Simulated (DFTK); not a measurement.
Runs of DFTK 0.8.2 on SnSe. It takes space group Fm-3m (No. 225, cubic). Conventional cell: a = 6.020 Å, b = 6.020 Å, c = 6.020 Å, α = 90.00°, β = 90.00°, γ = 90.00°. Sn (site symmetry m-3m) is surrounded by 6 Se at 3.01 Å. Around Se (site symmetry m-3m) lie 6 Sn at 3.01 Å. Measurements of this composition are mostly on another form, of space group No. 62.

```csv
task,level,potentials or basis,k mesh,cutoff (eV),valence electrons,mesh quality,gap on the mesh (eV),pressure (GPa),V0 of scaled cells (Å³/atom),B0 (GPa)
single point,PBEsol,dojo.nc.sr.pbesol.v0_4_1.standard.upf (PBEsol),8 × 8 × 8,1170,"Se 16, Sn 14",not flagged,(b),-1.9,-,-
band structure,LDA,"cp2k.nc.sr.lda.v0_1.largecore.gth (LDA, GTH)",8 × 8 × 8,599,"Se 6, Sn 4",not flagged,0.61,-4.0,-,-
equation of state,r2SCAN,"in-house norm-conserving set (r2SCAN, scalar relativistic)",5 × 5 × 5,1225,"Se 16, Sn 14",coarse,-,-,27.08,53
equation of state,PBEsol,dojo.nc.sr.pbesol.v0_4_1.standard.upf (PBEsol),5 × 5 × 5,1170,"Se 16, Sn 14",coarse,-,-,(a),(c)
```

Alike in all rows: no spin polarisation; cell as given; smearing fermi-dirac 0.05 eV.

**Question.** Fill in the values left out.

**Answer.** (a) 26.21; (b) 0.64; (c) 57.

Caveats: some runs use coarse meshes; spin-orbit coupling is left out, which moves the levels of the heavy elements (some runs); GTH potentials come without recommended cutoffs, and this one wasn't checked for convergence (some runs).

A k mesh can miss the band edges, and the runs leave out spin-orbit coupling on Se, Sn.

Not every run made on this cell is shown here.
